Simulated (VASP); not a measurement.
Write the native input for VASP 6.6.1 that does the following.

* Task: single point
* Functional: PBEsol
* Potentials or basis: VASP PAW PBE potentials, release 64 (Cd, Se)
* Cutoff: 520 eV
* k mesh: 6 × 6 × 6
* Occupations: gaussian, width 0.05 eV
* Spin: no spin polarisation
* Dipole correction: no
* Further INCAR settings: ALGO = Normal; EDIFF = 1e-07; NBANDS = 16

The structure of CdSe lies in POSCAR:

```
CdSe
1.0
    0.0000000000      3.1094216602      3.1094216602
    3.1094216602      0.0000000000      3.1094216602
    3.1094216602      3.1094216602      0.0000000000
Cd Se
1 1
Direct
    0.0000000000      0.0000000000      0.0000000000
    0.2500000000      0.2500000000      0.2500000000
```

Measurements of this composition are mostly on another form, of space group No. 186.

These files were run (other wordings do the same):

INCAR

```
  PREC = Accurate
  ENCUT = 520
  EDIFF = 1E-7
  ISMEAR = 0
  SIGMA = 0.05
  LREAL = F
  LASPH = T
  NELM = 80
  ALGO = Normal
  ISIF = 2
  LWAVE = F
  LCHARG = F
  GGA = PS
  NBANDS = 16
```

KPOINTS

```
Automatic mesh
0
Gamma
  6 6 6
```

Potentials or basis: VASP PAW PBE potentials, release 64 (Cd, Se).

Launch:

```console
$ cat potpaw_PBE.64/Cd/POTCAR potpaw_PBE.64/Se/POTCAR > POTCAR
$ mpirun -np 1 vasp_std > vasp.out
```

It gave:

```
Pressure               : -2.7 GPa
Band gap on the k mesh : 0.35 eV, direct
```

Caveat: the PAW data sets were made with another functional, which shifts forces and pressure a little.

Run time: 14 s on 1 thread of AMD EPYC 9R45 96-Core Processor (Zen 5) (shared host), peak memory 0.17 GiB.
